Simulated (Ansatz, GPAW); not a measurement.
Given: the input of a run of GPAW 26.7.0 on TiB2. 

File TiB2.cif:

```cif
data_TiB2
_cell_length_a 3.02920000
_cell_length_b 3.02920000
_cell_length_c 3.22840000
_cell_angle_alpha 90.00000000
_cell_angle_beta 90.00000000
_cell_angle_gamma 120.00000000
_space_group_name_H-M_alt 'P1'
_space_group_name_Hall 'P 1'
_space_group_IT_number 1
loop_
_space_group_symop_operation_xyz
'x,y,z'
loop_
_atom_site_label
_atom_site_type_symbol
_atom_site_symmetry_multiplicity
_atom_site_Wyckoff_symbol
_atom_site_fract_x
_atom_site_fract_y
_atom_site_fract_z
_atom_site_occupancy
Ti1 Ti 1 a 0.0000000000 0.0000000000 0.0000000000 1
B1 B 1 a 0.6666666667 0.3333333333 0.5000000000 1
B2 B 1 a 0.3333333333 0.6666666667 0.5000000000 1
```

Potentials or basis: GPAW PAW data sets (gpaw-data 1.2.1), pw.

Run with:

```sh
$ OMP_NUM_THREADS=1 gpaw run TiB2.cif -p 'mode=PW(800),xc=PBE,kpts={size:(10,10,8),gamma:True},occupations={name:fermi-dirac,width:0.05},nbands=20,convergence={density:1e-05,energy:1e-05},maxiter=150,txt=gpaw.txt' --properties efs -w gs.gpw
```

What does the same run look like in Ansatz 0.2.0? Potentials or basis there: Ansatz PAW, cutoff 800 eV.

As run (cutoffs and basis follow the program's own potentials, and thresholds, step limits or extra output files can differ):

File input.yaml:

```yaml
crystal:
  lattice:
    - [3.0292, 0.0, 0.0]
    - [-1.5146, 2.6233641531, 0.0]
    - [0.0, 0.0, 3.2284]
  atoms:
    - { symbol: Ti, position: [0.0, 0.0, 0.0] }
    - { symbol: B, position: [0.6666666667, 0.3333333333, 0.5] }
    - { symbol: B, position: [0.3333333333, 0.6666666667, 0.5] }
hamiltonian:
  xc: pbe
  pseudopotentials: { kind: paw }
kpoints:
  mp_grid: { grid: [10, 10, 8] }
scf:
  occupations: { method: fermi_dirac, width: 0.05 }
basis:
  ecutwfc: "800 eV"
output:
  forces: true
  stress: true
  eigenvalues: true
  write_density: true
  write_potential: true
  elf: true
  volumetric_format: npy
```

Potentials or basis: Ansatz PAW.

Run with:

```console
$ ansatz run input.yaml --threads 2 --pin off --max-ram 5632MiB --backend cpu --events-out ev --progress --plain --runs-dir out
```

Both were run:

|  | GPAW | Ansatz |
| --- | --- | --- |
| Pressure | 0.7 GPa | 0.3 GPa |

Ansatz's pressure holds a Pulay term of +0.00 GPa for its cutoff of 800 eV, which the other run lacks.

Pressure is positive in compression.
